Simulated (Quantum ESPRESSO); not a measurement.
**Al: equation of state with PW86PBE+D4**

**The experiment to reproduce.**

“The interpretation of polycrystalline coherent inelastic neutron scattering from aluminium”, 2013, pmc:3831299 quotes, for a bulk crystal of Al: bulk modulus 76.9 GPa.

The system is Al.

```
CELL_PARAMETERS angstrom
0.00000 2.02481 2.02481
2.02481 0.00000 2.02481
2.02481 2.02481 0.00000
ATOMIC_POSITIONS crystal
Al 0.00000 0.00000 0.00000
```

```json
{"Program": "Quantum ESPRESSO 7.5", "Task": "equation of state", "Functional": "PW86PBE", "Dispersion": "D4", "Potentials or basis": "PseudoDojo 0.4.1 SR PBE standard", "Cutoff": "544 eV", "Density cutoff": "2177 eV", "k mesh": "11 × 11 × 11", "Occupations": "fermi-dirac, width 0.05 eV", "Spin": "no spin polarisation"}
```

```yaml
Equilibrium_volume: 15.68 Å³/atom
Bulk_modulus: 90 GPa
Pressure_derivative_of_the_bulk_modulus: 4.5
```

Energy against volume, from the lowest point:
```
volume (Å³/atom)  energy (meV/atom)
          15.607               0.00
          15.939               1.04
          16.271               5.68
          16.603              13.54
          16.935              24.27
          17.267              37.54
          17.599              53.06
```

Wall time 26 s on 1 thread of Arm Neoverse V1, with other jobs on the host, peak memory 0.08 GiB.

A measured bulk modulus of Al is 76.9 GPa (quoted in “The interpretation of polycrystalline coherent inelastic neutron scattering from aluminium”, 2013, pmc:3831299); the calculated 90 GPa misses it by +17.1 %. The fit is for a static lattice scaled at fixed shape and fixed fractional positions.

Caveat: the potentials were made for another functional, which shifts forces and pressure.
